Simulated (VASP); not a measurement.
A run of VASP 6.6.1:

The input INCAR:

```
SYSTEM = Ge
PREC = Accurate
ENCUT = 900
EDIFF = 1E-8
ISMEAR = 0
SIGMA = 0.02
LREAL = .False.
LASPH = .True.
NELM = 100
ALGO = Normal
ISIF = 2
LWAVE = .False.
LCHARG = .False.
GGA = PE
ADDGRID = .False.
```

Contents of KPOINTS:

```
regular mesh
0
Gamma
  11 11 6
  0 0 0
```

File POSCAR:

```
Ge
1.0
    1.4880529250     -2.5946896100      0.0000000000
    1.4880529250      2.5946896100      0.0000000000
    0.0000000000      0.0000000000      4.7275957900
Ge
2
Direct
    0.3592940000      0.6730280000      0.2256240000
    0.6679590000      0.3129580000      0.7530700000
```

Potentials or basis: VASP PAW PBE potentials, release 64 (Ge_d).

Run with:

```bash
$ cat potpaw_PBE.64/Ge_d/POTCAR > POTCAR
$ mpirun -np 1 vasp_std > vasp.out
```

Hardware: 1 thread of Intel(R) Xeon(R) 6975P-C (Granite Rapids) (shared host).

Task: How long does it take, and how much memory?

Result: Wall time 3 min on 1 thread of Intel(R) Xeon(R) 6975P-C (Granite Rapids) (shared host), peak memory 0.54 GiB. Counts: scf iterations 13, k points 364.
